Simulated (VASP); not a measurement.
# CaO: from the relaxed cell to its vibrations

What lattice, stiffness and vibrations does CaO have at one level of theory? The starting structure is a measured crystal structure from the Crystallography Open Database. All runs use LDA.

Calculated with VASP 6.6.1; Kohn-Sham DFT with plane waves and PAW; LDA.

**1. Starting point**

It takes space group Fm-3m (No. 225, cubic). The conventional cell has a = 4.817 Å, b = 4.817 Å, c = 4.817 Å, α = 90.00°, β = 90.00°, γ = 90.00°. Nearest to Ca lie 6 O at 2.41 Å. Nearest to O lie 6 Ca at 2.41 Å. Farther neighbours and most contacts between anions are not listed.

**2. Relaxation**

This run starts from the cell of an earlier relaxation, which isn't shown; the restart sets up the plane waves anew.

The input, INCAR:

```
SYSTEM = CaO
PREC = Accurate
ENCUT = 560
EDIFF = 1E-07
NELM = 100
ISMEAR = 0
SIGMA = 0.03
LREAL = .FALSE.
ALGO = Normal
GGA = CA
NBANDS = 14
LORBIT = 11
LWAVE = .FALSE.
LCHARG = .FALSE.
KPAR = 4
IBRION = 2
NSW = 50
ISIF = 3
EDIFFG = -0.002
```

The input, POSCAR:

```
CaO
1.0
    0.0000000000      2.3593926727      2.3593926727
    2.3593926727      0.0000000000      2.3593926727
    2.3593926727      2.3593926727      0.0000000000
Ca O
1 1
Direct
    0.0000000000      0.0000000000      0.0000000000
    0.5000000000      0.5000000000      0.5000000000
```

The input, KPOINTS:

```
Automatic mesh
0
Gamma
8 8 8
0 0 0
```

Potentials, in the order of the species: Ca_sv and O (LDA family, release 64).

Launch:

```console
$ mpirun -np 4 vasp_std
```

Output:

```text
[banner, memory and clock lines left out]
running    4 mpi-ranks, on    1 nodes
 distrk:  each k-point on    1 cores,    4 groups
 distr:  one band on    1 cores,    1 groups

 POSCAR found type information on POSCAR CaO
 POSCAR found :  2 types and       2 ions
 LDA part: xc-table for (Slater(with rela. corr.)+CA(PZ))
 , standard interpolation
 POSCAR, INCAR and KPOINTS ok, starting setup
 FFT: planning ... GRIDC
 FFT: planning ... GRID_SOFT
 FFT: planning ... GRID
 WAVECAR not read
 entering main loop
       N       E                     dE             d eps       ncg     rms          rms(c)
DAV:   1     0.134000481669E+03    0.13400E+03   -0.89762E+03   812   0.126E+03
DAV:   2    -0.996395165009E+01   -0.14396E+03   -0.13398E+03  1062   0.317E+02
DAV:   3    -0.157364918944E+02   -0.57725E+01   -0.57308E+01   878   0.672E+01
DAV:   4    -0.159359196965E+02   -0.19943E+00   -0.19921E+00  1244   0.102E+01
DAV:   5    -0.159369942880E+02   -0.10746E-02   -0.10746E-02   896   0.933E-01    0.846E+00
DAV:   6    -0.143521976438E+02    0.15848E+01   -0.54423E+00   876   0.234E+01    0.363E+00
DAV:   7    -0.142558604158E+02    0.96337E-01   -0.51655E-01  1026   0.750E+00    0.176E+00
DAV:   8    -0.142225875633E+02    0.33273E-01   -0.75187E-02   952   0.286E+00    0.288E-01
DAV:   9    -0.142220214582E+02    0.56611E-03   -0.60807E-03  1030   0.564E-01    0.104E-01
DAV:  10    -0.142221729740E+02   -0.15152E-03   -0.34257E-04   954   0.223E-01    0.419E-02
DAV:  11    -0.142221463648E+02    0.26609E-04   -0.49783E-05  1114   0.828E-02    0.631E-03
DAV:  12    -0.142221460071E+02    0.35776E-06   -0.41101E-06   922   0.211E-02    0.312E-03
DAV:  13    -0.142221459113E+02    0.95758E-07   -0.22551E-07   958   0.412E-03
   1 F= -.14222146E+02 E0= -.14222146E+02  d E =-.142221E+02
 curvature:   0.00 expect dE= 0.000E+00 dE for cont linesearch  0.000E+00
 trial: gam= 0.00000 g(F)=  0.108E-59 g(S)=  0.810E-06 ort = 0.000E+00 (trialstep = 0.100E+01)
 search vector abs. value=  0.810E-06
 reached required accuracy - stopping structural energy minimisation
```

It took 2.6 s on 4 MPI ranks of Intel Xeon 6975P-C (Granite Rapids), shared host; peak memory 0.55 GiB.

Lines that name or quote the potential files are left out of all logs, and their timing lines are given in words.

From OUTCAR (step 2):

```text
ion  position               nearest neighbor table
   1  0.000  0.000  0.000-   2 2.36   2 2.36   2 2.36   2 2.36   2 2.36   2 2.36
   2  0.500  0.500  0.500-   1 2.36   1 2.36   1 2.36   1 2.36   1 2.36   1 2.36

  LATTYP: Found a face centered cubic cell.
 ALAT       =     4.7187853454

 Subroutine GETGRP returns: Found 48 space group operations
 (whereof 48 operations were pure point group operations)

The static configuration has the point symmetry O_h .

 Found     29 irreducible k-points:

   k-points           NKPTS =     29   k-points in BZ     NKDIM =     29   number of bands    NBANDS=     14

   dimension x,y,z NGX =    28 NGY =   28 NGZ =   28
   dimension x,y,z NGXF=    56 NGYF=   56 NGZF=   56

   ENCUT  =  560.0 eV  41.16 Ry    6.42 a.u.   6.44  6.44  6.44*2*pi/ulx,y,z

   NELECT =      16.0000    total number of electrons

 k-points in reciprocal lattice and weights: Automatic mesh
   0.00000000  0.00000000  0.00000000       0.002
   0.12500000  0.00000000  0.00000000       0.016
   0.25000000  0.00000000  0.00000000       0.016
   0.37500000  0.00000000  0.00000000       0.016
   0.50000000  0.00000000  0.00000000       0.008
   0.12500000  0.12500000  0.00000000       0.012
   0.25000000  0.12500000  0.00000000       0.047
   0.37500000  0.12500000  0.00000000       0.047
   0.50000000  0.12500000  0.00000000       0.047
[...]
-0.37500000  0.50000000  0.12500000       0.023
  -0.25000000  0.50000000  0.25000000       0.012

 average (electrostatic) potential at core
       1 -43.2342       2 -71.1016

 E-fermi :   2.5665

 k-point     1 :       0.0000    0.0000    0.0000
  band No.  band energies     occupation
    ...
      4     -15.5054      2.00000
      5     -12.9738      2.00000
      6       2.3431      2.00000
      7       2.3431      2.00000
      8       2.3431      2.00000
      9       7.3660      0.00000
     10       8.5763      0.00000
     11       8.5763      0.00000
     12       8.5763      0.00000
     13      10.2389      0.00000
    ...

 k-point     2 :       0.1250    0.0000    0.0000
  band No.  band energies     occupation
    ...
      4     -15.5152      2.00000
      5     -12.6724      2.00000
      6       1.7737      2.00000
      7       2.1035      2.00000
      8       2.1035      2.00000
      9       8.0588      0.00000
     10       8.5417      0.00000
     11       8.8666      0.00000
     12       8.8666      0.00000
     13      10.6507      0.00000
    ...

 k-point     3 :       0.2500    0.0000    0.0000
  band No.  band energies     occupation
    ...
      4     -15.5383      2.00000
      5     -12.1025      2.00000
      6       0.6980      2.00000
      7       1.5963      2.00000
      8       1.5963      2.00000
      9       8.6306      0.00000
     10       9.5427      0.00000
     11       9.6313      0.00000
     12       9.6313      0.00000
     13      11.6351      0.00000
    ...

  Total        0.0033451      0.0033451      0.0033451     -0.0000000     -0.0000000     -0.0000000
  in kB        0.2040284      0.2040284      0.2040284     -0.0000000     -0.0000000     -0.0000000
  external PRESSURE =       0.2040284 kB  Pullay stress =       0.0000000 kB

  energy-cutoff  :      560.00
  volume of cell :       26.27
      direct lattice vectors                 reciprocal lattice vectors
     0.000000000  2.359392673  2.359392673    -0.211918942  0.211918942  0.211918942
     2.359392673  0.000000000  2.359392673     0.211918942 -0.211918942  0.211918942
     2.359392673  2.359392673  0.000000000     0.211918942  0.211918942 -0.211918942

 POSITION                                       TOTAL-FORCE (eV/Angst)
 -----------------------------------------------------------------------------------
      0.00000      0.00000      0.00000         0.000000      0.000000      0.000000
      2.35939      2.35939      2.35939        -0.000000     -0.000000     -0.000000
 -----------------------------------------------------------------------------------
    total drift:                                0.000000      0.000000      0.000000

  FREE ENERGIE OF THE ION-ELECTRON SYSTEM (eV)
  ---------------------------------------------------
  free  energy   TOTEN  =       -14.2221459113 eV

  energy  without entropy=      -14.2221459113  energy(sigma->0) =      -14.22214591

 reached required accuracy - stopping structural energy minimisation

 total charge
# of ion       s       p       d       tot
------------------------------------------
    1        2.046   5.884   0.338   8.268
    2        1.538   3.450   0.000   4.988
--------------------------------------------------
tot          3.583   9.333   0.338  13.255

[... 3 further parts left out ...]
```

The run keeps the 48 symmetry operations of its start, so it cannot find a distortion of lower symmetry.

The relaxed cell holds 13.134 Å³ an atom, with a = 4.719 Å (-2.0 % against the database cell). Pressures at 0.985 and 1.015 times this volume, from two more relaxations that aren't shown, give a bulk modulus of 129.0 GPa.

**3. Elastic constants**

The input, INCAR:

```
SYSTEM = CaO
PREC = Accurate
ENCUT = 800
EDIFF = 1E-08
NELM = 100
ISMEAR = 0
SIGMA = 0.03
LREAL = .FALSE.
ALGO = Normal
GGA = CA
NBANDS = 14
LORBIT = 11
LWAVE = .FALSE.
LCHARG = .FALSE.
KPAR = 4
IBRION = 6
NFREE = 2
POTIM = 0.015
ISIF = 3
NSW = 1
```

POSCAR is that of step 2.

The input, KPOINTS:

```
Automatic mesh
0
Gamma
10 10 10
0 0 0
```

Launch:

```console
$ mpirun -np 4 vasp_std
```

Output:

```text
[... set-up lines as in an earlier step ...]
 entering main loop
       N       E                     dE             d eps       ncg     rms          rms(c)
DAV:   1     0.155313823556E+03    0.15531E+03   -0.11029E+04  1316   0.164E+03
DAV:   2    -0.806904288308E+01   -0.16338E+03   -0.15178E+03  1538   0.361E+02
DAV:   3    -0.156500400475E+02   -0.75810E+01   -0.75053E+01  1540   0.784E+01
DAV:   4    -0.159407630633E+02   -0.29072E+00   -0.29037E+00  1948   0.127E+01
[...]
DAV:  12    -0.142281301172E+02    0.51953E-06   -0.41584E-06  1480   0.217E-02    0.340E-03
DAV:  13    -0.142281299929E+02    0.12422E-06   -0.34149E-07  1962   0.492E-03    0.593E-04
DAV:  14    -0.142281299917E+02    0.12290E-08   -0.18493E-08  1182   0.133E-03
   1 F= -.14228130E+02 E0= -.14228130E+02  d E =-.188763E-13
[... from here on, the cycles between the ionic steps are left out ...]
   2 F= -.14223751E+02 E0= -.14223751E+02  d E =-.166890E-16
   3 F= -.14222793E+02 E0= -.14222793E+02  d E =-.621376E-36
   4 F= -.14223751E+02 E0= -.14223751E+02  d E =-.170227E-16
   5 F= -.14222793E+02 E0= -.14222793E+02  d E =-.871745E-38
   6 F= -.14223751E+02 E0= -.14223751E+02  d E =-.428282E-17
   7 F= -.14222793E+02 E0= -.14222793E+02  d E =-.944554E-11
   8 F= -.14226665E+02 E0= -.14226665E+02  d E =-.268114E-11
   9 F= -.14226665E+02 E0= -.14226665E+02  d E =-.269402E-11
  10 F= -.14226665E+02 E0= -.14226665E+02  d E =-.269582E-11
  11 F= -.14226665E+02 E0= -.14226665E+02  d E =-.254084E-11
  12 F= -.14226665E+02 E0= -.14226665E+02  d E =-.249930E-11
  13 F= -.14226665E+02 E0= -.14226665E+02  d E =-.259819E-11
  14 F= -.14227724E+02 E0= -.14227724E+02  d E =-.173702E-11
  15 F= -.14227724E+02 E0= -.14227724E+02  d E =-.205177E-11
  16 F= -.14227726E+02 E0= -.14227726E+02  d E =-.218173E-11
  17 F= -.14227726E+02 E0= -.14227726E+02  d E =-.220511E-11
 Finite differences progress:
  Degree of freedom:   8/  8
  Displacement:        2/  2
  Total:              16/ 16
```

Elapsed: 1.8 min, on 4 MPI ranks; peak memory 1.7 GiB.

From OUTCAR (step 3):

```text
  Total        0.0182570      0.0111381      0.0111381     -0.0000000     -0.0000000      0.0000000
  in kB        1.1135511      0.6793450      0.6793450     -0.0000000     -0.0000000      0.0000000
  external PRESSURE =       0.8240804 kB  Pullay stress =       0.0000000 kB

 POSITION                                       TOTAL-FORCE (eV/Angst)
 -----------------------------------------------------------------------------------
      0.00000      0.00000      0.00000        -0.053995      0.000000      0.000000
      2.34439      2.35939      2.35939         0.053995      0.000000      0.000000
 -----------------------------------------------------------------------------------
    total drift:                               -0.000158      0.000000      0.000000

  FREE ENERGIE OF THE ION-ELECTRON SYSTEM (eV)
  ---------------------------------------------------
  free  energy   TOTEN  =       -14.2277259843 eV

  energy  without entropy=      -14.2277259843  energy(sigma->0) =      -14.22772598

[... 3 further parts left out ...]
[key lines of the parts left out:]
E-fermi :   2.4619
```

The log as kept lacks single lines of electronic cycles.

The last energy, forces and stress in OUTCAR belong to the last displaced cell, not to that of POSCAR.

The elastic tensor has C11 = 263.5, C12 = 63.0, C44 = 79.7 GPa; its Hill averages are a bulk modulus of 129.8 and a shear modulus of 87.3 GPa.

**4. Modes of the relaxed cell**

The input, INCAR:

```
SYSTEM = CaO
PREC = Accurate
ENCUT = 560
EDIFF = 1E-08
NELM = 100
ISMEAR = 0
SIGMA = 0.03
LREAL = .FALSE.
ALGO = Normal
GGA = CA
NBANDS = 14
LORBIT = 11
LWAVE = .FALSE.
LCHARG = .FALSE.
KPAR = 4
IBRION = 8
LEPSILON = .TRUE.
LPEAD = .TRUE.
ISIF = 2
```

POSCAR is that of step 3.

The input, KPOINTS:

```
Automatic mesh
0
Gamma
16 16 16
0 0 0
```

Launch:

```console
$ mpirun -np 4 vasp_std
```

Output:

```text
[... set-up lines as in an earlier step ...]
 entering main loop
       N       E                     dE             d eps       ncg     rms          rms(c)
DAV:   1     0.128670053563E+03    0.12867E+03   -0.88742E+03  4060   0.124E+03
DAV:   2    -0.101347726512E+02   -0.13880E+03   -0.13038E+03  5050   0.315E+02
DAV:   3    -0.157534677981E+02   -0.56187E+01   -0.55824E+01  4576   0.661E+01
DAV:   4    -0.159354201239E+02   -0.18195E+00   -0.18180E+00  5998   0.102E+01
[...]
DAV:  12    -0.142221174151E+02    0.35489E-06   -0.40165E-06  4388   0.209E-02    0.314E-03
DAV:  13    -0.142221173172E+02    0.97936E-07   -0.24442E-07  6320   0.410E-03    0.480E-04
DAV:  14    -0.142221173152E+02    0.19832E-08   -0.10980E-08  3036   0.102E-03
   1 F= -.14222117E+02 E0= -.14222117E+02  d E =-.978999E-29
 Linear response reoptimize wavefunctions to high precision
DAV:   1    -0.142221173158E+02   -0.62278E-09   -0.14825E-09  2906   0.386E-04
DAV:   2    -0.142221173158E+02    0.27285E-11   -0.16020E-10  2126   0.126E-04
 Linear response to external field (no local field effect), progress :
[...]
RMM:  23    -0.384827057122E+00   -0.41120E-07    0.39824E-06 16895   0.693E-04    0.248E-04
 first order change of Fermi-energy   0.12470E-02
 force on displaced ion       1 direction 1 :  -3.664   0.000   0.000
 Born effective charge ion    1 direction 1 :   2.373   0.000   0.000
 Linear response progress:
  Degree of freedom:   2/  2
       N       E                     dE             d eps       ncg     rms          rms(c)
RMM:   1    -0.363124058228E+00   -0.36312E+00    0.21226E-01 20154   0.344E+00
RMM:   2    -0.353899166151E+00    0.92249E-02   -0.76567E-03 16935   0.675E-01    0.115E-01
RMM:   3    -0.355205154880E+00   -0.13060E-02   -0.18570E-03 18225   0.207E-01    0.618E-02
RMM:   4    -0.357003852363E+00   -0.17987E-02   -0.83499E-04 17898   0.144E-01    0.162E-02
[...]
RMM:  13    -0.357067489034E+00    0.36379E-07    0.10303E-07 24077   0.687E-05    0.374E-06
RMM:  14    -0.357067526670E+00   -0.37636E-07   -0.20602E-07 23604   0.357E-05    0.150E-06
RMM:  15    -0.357067530204E+00   -0.35346E-08   -0.20103E-08 23483   0.189E-05    0.606E-07
 first order change of Fermi-energy  -0.96594E-03
 force on displaced ion       2 direction 1 :  -3.624   0.000   0.000
 Born effective charge ion    2 direction 1 :  -2.375   0.000   0.000
 Born effective charges drift removed
 Linear response finished
```

Run time: 3.3 min. Hardware: 4 MPI ranks; peak memory 2.7 GiB; 13 min of CPU time.

From OUTCAR (step 4):

```text
  Total        0.0030084      0.0030084      0.0030084     -0.0000000      0.0000000      0.0000000
  in kB        0.1834926      0.1834926      0.1834926     -0.0000000      0.0000000      0.0000000
  external PRESSURE =       0.1834926 kB  Pullay stress =       0.0000000 kB

 POSITION                                       TOTAL-FORCE (eV/Angst)
 -----------------------------------------------------------------------------------
      0.00000      0.00000      0.00000         0.000000     -0.000000      0.000000
      2.35939      2.35939      2.35939        -0.000000      0.000000     -0.000000
 -----------------------------------------------------------------------------------
    total drift:                                0.000000      0.000000      0.000000

 MACROSCOPIC STATIC DIELECTRIC TENSOR (including local field effects in DFT)
 ------------------------------------------------------
           3.878517    -0.000000     0.000000
           0.000000     3.878517     0.000000
          -0.000000    -0.000000     3.878517
 ------------------------------------------------------

 MACROSCOPIC STATIC DIELECTRIC TENSOR IONIC CONTRIBUTION
 ------------------------------------------------------
          10.658090     0.000000     0.000000
           0.000000    10.658090     0.000000
           0.000000     0.000000    10.658090
 ------------------------------------------------------

[... 1 part as in an earlier step ...]

[... 1 further part left out ...]
```

The zone-centre modes at 13.134 Å³ an atom are T1u 294.0 cm⁻¹.

**5. Modes at 0.97 of that volume**

Shape and positions were first relaxed at this volume, in a run that isn't shown.

INCAR is that of step 4.

The input, POSCAR:

```
CaO
1.0
    0.0000000000      2.3355587940      2.3355587940
    2.3355587940      0.0000000000      2.3355587940
    2.3355587940      2.3355587940      0.0000000000
Ca O
1 1
Direct
    0.0000000000      0.0000000000      0.0000000000
    0.5000000000      0.5000000000      0.5000000000
```

KPOINTS is that of step 4.

Launch:

```console
$ mpirun -np 4 vasp_std
```

Output:

```text
[... set-up lines as in an earlier step ...]
 entering main loop
       N       E                     dE             d eps       ncg     rms          rms(c)
DAV:   1     0.130864302968E+03    0.13086E+03   -0.89457E+03  4060   0.125E+03
DAV:   2    -0.101599613832E+02   -0.14102E+03   -0.13130E+03  5046   0.318E+02
DAV:   3    -0.157601930989E+02   -0.56002E+01   -0.55596E+01  4562   0.658E+01
DAV:   4    -0.159372775277E+02   -0.17708E+00   -0.17694E+00  6016   0.101E+01
[...]
DAV:  12    -0.142108855686E+02    0.57917E-06   -0.39693E-06  4462   0.221E-02    0.268E-03
DAV:  13    -0.142108855003E+02    0.68258E-07   -0.35781E-07  6484   0.470E-03    0.830E-04
DAV:  14    -0.142108854951E+02    0.52469E-08   -0.13103E-08  3290   0.124E-03
   1 F= -.14210885E+02 E0= -.14210885E+02  d E =-.913799E-22
 Linear response reoptimize wavefunctions to high precision
DAV:   1    -0.142108854955E+02   -0.47839E-09   -0.37678E-09  4028   0.524E-04
DAV:   2    -0.142108854956E+02   -0.20918E-10   -0.96861E-11  2138   0.780E-05
 Linear response to external field (no local field effect), progress :
[...]
RMM:  33    -0.383135603177E+00   -0.78352E-08    0.52865E-06  9413   0.256E-04    0.970E-05
 first order change of Fermi-energy  -0.17886E-02
 force on displaced ion       1 direction 1 :  -4.218   0.000   0.000
 Born effective charge ion    1 direction 1 :   2.388   0.000   0.000
 Linear response progress:
  Degree of freedom:   2/  2
       N       E                     dE             d eps       ncg     rms          rms(c)
RMM:   1    -0.363505422069E+00   -0.36351E+00    0.20619E-01 20275   0.347E+00
RMM:   2    -0.353814709804E+00    0.96907E-02   -0.75917E-03 16981   0.681E-01    0.119E-01
RMM:   3    -0.355160229513E+00   -0.13455E-02   -0.19322E-03 18336   0.213E-01    0.630E-02
RMM:   4    -0.357008675807E+00   -0.18484E-02   -0.83991E-04 17982   0.147E-01    0.164E-02
[...]
RMM:  14    -0.357079994653E+00   -0.24771E-07   -0.12028E-07 23620   0.352E-05    0.190E-06
RMM:  15    -0.357080008336E+00   -0.13684E-07   -0.15831E-08 22919   0.190E-05    0.493E-07
RMM:  16    -0.357079998643E+00    0.96934E-08   -0.47377E-08 21340   0.109E-05    0.423E-07
 first order change of Fermi-energy   0.20123E-02
 force on displaced ion       2 direction 1 :  -4.191   0.000   0.000
 Born effective charge ion    2 direction 1 :  -2.388   0.000   0.000
 Born effective charges drift removed
 Linear response finished
```

The job ended after 3.5 min (4 MPI ranks; peak memory 2.6 GiB).

[end of part 1 of 2]

[Lines on the potential files, build, host, timing and source positions are cut from VASP's logs without a mark.]

[Logs are printed without paths, hosts, clocks, repeated set-up lines and the standing remarks that a program may print on its own settings, such as how far it seeks lower states.]

[Hosts, paths, dates, database ids (printed as entryN), source tags and the programs' standing remarks are cut or masked in the printed files.]
